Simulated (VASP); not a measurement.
# CdS (F-43m) in VASP: a series of runs

One crystal, CdS, is run at these levels: PBE; tasks: relaxation of cell and atoms.

Everything below comes from runs of VASP 6.6.1. Logs are shortened: lines on timing, memory, paths and dates and some standing lists are left out, and cuts for length are marked.

## Step 1: The crystal as given

It takes space group F-43m (No. 216, cubic). The conventional cell has a = 5.833 Å, b = 5.833 Å, c = 5.833 Å, α = 90.00°, β = 90.00°, γ = 90.00°. Cd (site symmetry -43m) has 4 S at 2.53 Å as nearest neighbours. Around S (site symmetry -43m) lie 4 Cd at 2.53 Å.

## Step 2: Relaxation of cell and atoms, PBE

File INCAR:

```
SYSTEM = CdS
PREC = Accurate
ENCUT = 700
EDIFF = 1E-7
ISMEAR = 0
SIGMA = 0.02
LREAL = .False.
LASPH = .True.
NELM = 60
ALGO = Fast
ISIF = 3
LWAVE = .False.
LCHARG = .False.
GGA = PE
IBRION = 2
NSW = 80
EDIFFG = -0.002
```

File KPOINTS:

```
regular mesh
0
Gamma
  10 10 10
  0 0 0
```

File POSCAR:

```
CdS
1.0
    0.0000000000      2.9165000000      2.9165000000
    2.9165000000      0.0000000000      2.9165000000
    2.9165000000      2.9165000000      0.0000000000
Cd S
1 1
Direct
    0.0000000000      0.0000000000      0.0000000000
    0.2500000000      0.2500000000      0.2500000000
```

Potentials or basis: VASP PAW PBE potentials, release 64 (Cd, S).

Command:

```sh
> cat potpaw_PBE.64/Cd/POTCAR potpaw_PBE.64/S/POTCAR > POTCAR
> mpirun -np 1 vasp_std > vasp.out
```

OUTCAR:

```text
SYSTEM = CdS
   PREC = Accurate
   ENCUT = 700
   EDIFF = 1E-7
   ISMEAR = 0
   LREAL = .False.
   LASPH = .True.
   NELM = 60
   ISIF = 3
   GGA = PE
   IBRION = 2
   NSW = 80
   EDIFFG = -0.002

 ion  position               nearest neighbor table
   1  0.000  0.000  0.000-   2 2.53   2 2.53   2 2.53   2 2.53
   2  0.250  0.250  0.250-   1 2.53   1 2.53   1 2.53   1 2.53

  LATTYP: Found a face centered cubic cell.
 ALAT       =     5.8330000000

  Lattice vectors:

 A1 = (   0.0000000000,   2.9165000000,   2.9165000000)
 A2 = (   2.9165000000,   0.0000000000,   2.9165000000)
 A3 = (   2.9165000000,   2.9165000000,   0.0000000000)

Analysis of symmetry for initial positions (statically):
=====================================================================
 Subroutine PRICEL returns:
 Original cell was already a primitive cell.

 Routine SETGRP: Setting up the symmetry group for a
 face centered cubic supercell.

 Subroutine GETGRP returns: Found 24 space group operations
 (whereof 24 operations were pure point group operations)
 out of a pool of 48 trial point group operations.

The static configuration has the point symmetry T_d .

Analysis of symmetry for dynamics (positions and initial velocities):
=====================================================================
 Subroutine PRICEL returns:
 Original cell was already a primitive cell.

 Routine SETGRP: Setting up the symmetry group for a
 face centered cubic supercell.

 Subroutine GETGRP returns: Found 24 space group operations
 (whereof 24 operations were pure point group operations)
 out of a pool of 48 trial point group operations.

The dynamic configuration has the point symmetry T_d .

 Subroutine INISYM returns: Found 24 space group operations
 (whereof 24 operations are pure point group operations),
 and found     1 'primitive' translations

----------------------------------------------------------------------------------------

                                     Primitive cell

  volume of cell :      49.6153

  direct lattice vectors                    reciprocal lattice vectors
     0.000000000  2.916500000  2.916500000    -0.171438368  0.171438368  0.171438368
     2.916500000  0.000000000  2.916500000     0.171438368 -0.171438368  0.171438368
     2.916500000  2.916500000  0.000000000     0.171438368  0.171438368 -0.171438368

  length of vectors
[... 104 lines left out ...]
  Fermi-wavevector in a.u.,A,eV,Ry     =   1.167599  2.206442 18.548649  1.363287
  Thomas-Fermi vector in A             =   2.304097
   LORBIT       =      0    0 simple, 1 ext, 2 COOP (PROOUT), +10 PAW based schemes
   GGA     = PE    functional components
   LHFCALC =     F    Hartree Fock is set to
   AEXX    =    0.0000 exact exchange contribution
   IVDW    =     0    specifies the selected vdW correction
   LEPSILON=     F    determine dielectric tensor
   LRPA    =     F    only Hartree local field effects (RPA)
 conjugate gradient relaxation of ions
 non-spin polarized calculation
 RMM-DIIS sequential band-by-band and
 Gauss-broadening in eV      SIGMA  =   0.02
  energy-cutoff  :      700.00
  volume of cell :       49.62
 maximum number of plane-waves:      2108
   NGX = 17   NGY = 17   NGZ = 17

--------------------------------------- Ionic step        1  -------------------------------------------

 number of electron      17.9999999 magnetization

 Free energy of the ion-electron system (eV)
  ---------------------------------------------------
  ext. energy  EPLUGINS =         0.00000000
  ---------------------------------------------------
  free energy    TOTEN  =        -6.12162323 eV

  energy without entropy =       -6.12162323  energy(sigma->0) =       -6.12162323

------------------------ aborting loop because EDIFF is reached ----------------------------------------

  FORCE on cell =-STRESS in cart. coord.  units (eV):
  Direction    XX          YY          ZZ          XY          YZ          ZX
  --------------------------------------------------------------------------------------
  -------------------------------------------------------------------------------------
  Total        0.9971386      0.9971386      0.9971386     -0.0000000     -0.0000000      0.0000000
  in kB       32.1995773     32.1995773     32.1995773     -0.0000000     -0.0000000      0.0000000
  external PRESSURE =      32.1995773 kB  Pullay stress =       0.0000000 kB
[... 131 lines left out ...]
--------------------------------------- Ionic step        5  -------------------------------------------

 number of electron      17.9999999 magnetization

 Free energy of the ion-electron system (eV)
  ---------------------------------------------------
  ext. energy  EPLUGINS =         0.00000000
  ---------------------------------------------------
  free energy    TOTEN  =        -6.14739863 eV

  energy without entropy =       -6.14739863  energy(sigma->0) =       -6.14739863

 E-fermi :   0.9907     XC(G=0):  -8.9040

 val. band max:        0.8750967900   @ k =   0.0000   0.0000   0.0000
 cond. band min:       1.9074191222   @ k =   0.0000   0.0000   0.0000
 fundamental gap:      1.0323223322
 Fermi energy:         0.9907298071

 k-point     1 :       0.0000    0.0000    0.0000
  band No.  band energies     occupation
      1     -11.1839      2.00000
      2      -6.6780      2.00000
      3      -6.6780      2.00000
      4      -6.6780      2.00000
      5      -6.2672      2.00000
      6      -6.2672      2.00000
      7       0.8751      2.00000
      8       0.8751      2.00000
      9       0.8751      2.00000
     10       1.9074      0.00000
     11       7.4259      0.00000
     12       7.4259      0.00000
     13       7.4259      0.00000
[... 354 lines left out ...]
  band No.  band energies     occupation
      1     -10.7845      2.00000
      2      -6.4939      2.00000
      3      -6.4559      2.00000
      4      -6.4163      2.00000
      5      -6.2108      2.00000
      6      -6.0860      2.00000
      7      -2.2885      2.00000
      8      -0.6153      2.00000
      9      -0.4747      2.00000
     10       4.8643      0.00000
     11       5.4182      0.00000
     12       8.8037      0.00000
     13       9.8168      0.00000

 [... further k-points ...]

------------------------ aborting loop because EDIFF is reached ----------------------------------------

  FORCE on cell =-STRESS in cart. coord.  units (eV):
  Direction    XX          YY          ZZ          XY          YZ          ZX
  --------------------------------------------------------------------------------------
  -------------------------------------------------------------------------------------
  Total        0.0015015      0.0015015      0.0015015      0.0000000      0.0000000      0.0000000
  in kB        0.0459855      0.0459855      0.0459855      0.0000000      0.0000000      0.0000000
  external PRESSURE =       0.0459855 kB  Pullay stress =       0.0000000 kB
[... 17 lines left out ...]
  FREE ENERGIE OF THE ION-ELECTRON SYSTEM (eV)
  ---------------------------------------------------
  free  energy   TOTEN  =        -6.1473986255 eV

  energy  without entropy=       -6.1473986255  energy(sigma->0) =       -6.14739863

 reached required accuracy - stopping structural energy minimisation
```

Run time: 66 s. Hardware: 1 thread of Intel Xeon 6975P-C (Granite Rapids), shared host; peak memory 0.24 GiB.

What came out:

```
Free energy                            : -6.1474 eV
Relaxed volume                         : 26.16 Å³/atom
Relaxed cell                           : a = 4.198 Å, b = 4.198 Å, c = 4.198 Å, α = 60.00°, β = 60.00°, γ = 60.00°
Space group after relaxing (to 0.05 Å) : F-43m (No. 216)
Energy gained by relaxing              : 12.9 meV/atom
Ionic steps                            : 5
Pressure after relaxing                : 0.0 GPa
Band gap on the k mesh                 : 1.03 eV, direct
```

The path:
```tsv
step	energy change (eV)	largest force (eV/Å)	pressure (GPa)	volume (Å³)
1	0.0000	0.0000	3.22	49.62
2	-0.0229	0.0000	-0.93	53.28
3	-0.0258	0.0000	0.02	52.31
4	-0.0258	0.0000	-0.04	52.37
5	-0.0258	0.0000	0.00	52.31
```

Final structure:
```
CELL_PARAMETERS angstrom
0.00000 2.96844 2.96844
2.96844 0.00000 2.96844
2.96844 2.96844 0.00000
ATOMIC_POSITIONS crystal
Cd 0.00000 0.00000 0.00000
S 0.25000 0.25000 0.25000
```

Levels at points of the mesh, in eV from the valence-band top:
```csv
k point,band 5,band 6,band 7,band 8,band 9,band 10,band 11,band 12,band 13
"(0.00, 0.00, 0.00)",-7.14,-7.14,0.00,0.00,0.00,1.03,6.55,6.55,6.55
"(0.50, 0.00, 0.00)",-7.11,-6.81,-4.09,-0.68,-0.68,2.93,7.00,7.00,7.31
"(0.50, 0.50, 0.00)",-7.07,-6.75,-3.72,-1.70,-1.70,3.64,4.27,9.02,10.46
```

A hybrid or GW would open this gap; PBE tends to underestimate it. Zero-point motion and thermal expansion aren't in these numbers.

## Step 3: Relaxation of cell and atoms, PBE

This run uses another cell than the first one, of 26.16 Å³/atom, 1.054 times its volume.

INCAR is that of step 2.

KPOINTS is that of step 2.

File POSCAR:

```
CdS                                     
1.0
   -0.0000000000      2.9684375829      2.9684375829
    2.9684375829     -0.0000000000      2.9684375829
    2.9684375829      2.9684375829     -0.0000000000
  Cd              S             
     1     1
Direct
     0.0000000000000000    0.0000000000000000    0.0000000000000000
     0.2500000000000000    0.2500000000000000    0.2500000000000000
```

Potentials or basis: VASP PAW PBE potentials, release 64 (Cd, S).

Command:

```sh
> cat potpaw_PBE.64/Cd/POTCAR potpaw_PBE.64/S/POTCAR > POTCAR
> mpirun -np 1 vasp_std > vasp.out
```

It took 28 s on 1 thread of Intel Xeon 6975P-C (Granite Rapids), shared host; peak memory 0.24 GiB.

Results (log left out):

- Free energy: -6.1478 eV
- Relaxed volume: 26.17 Å³/atom
- Relaxed cell: a = 4.199 Å, b = 4.199 Å, c = 4.199 Å, α = 60.00°, β = 60.00°, γ = 60.00°
- Space group after relaxing (to 0.05 Å): F-43m (No. 216)
- Energy gained by relaxing: 0.0 meV/atom
- Ionic steps: 2
- Pressure after relaxing: 0.0 GPa
- Band gap on the k mesh: 1.03 eV, direct

Final structure:
```yaml
crystal:
  lattice:
    - [0.00000, 2.96900, 2.96900]
    - [2.96900, 0.00000, 2.96900]
    - [2.96900, 2.96900, 0.00000]
  atoms:
    - { symbol: Cd, position: [0.00000, 0.00000, 0.00000] }
    - { symbol: S, position: [0.25000, 0.25000, 0.25000] }
```

Levels at points of the mesh, in eV from the valence-band top:
```
           k point  band 6  band 7  band 8  band 9  band 10  band 11  band 12  band 13
(0.00, 0.00, 0.00)   -7.14    0.00    0.00    0.00     1.03     6.55     6.55     6.55
(0.50, 0.00, 0.00)   -6.81   -4.09   -0.68   -0.68     2.93     7.00     7.00     7.31
(0.50, 0.50, 0.00)   -6.75   -3.72   -1.70   -1.70     3.64     4.27     9.01    10.46
```
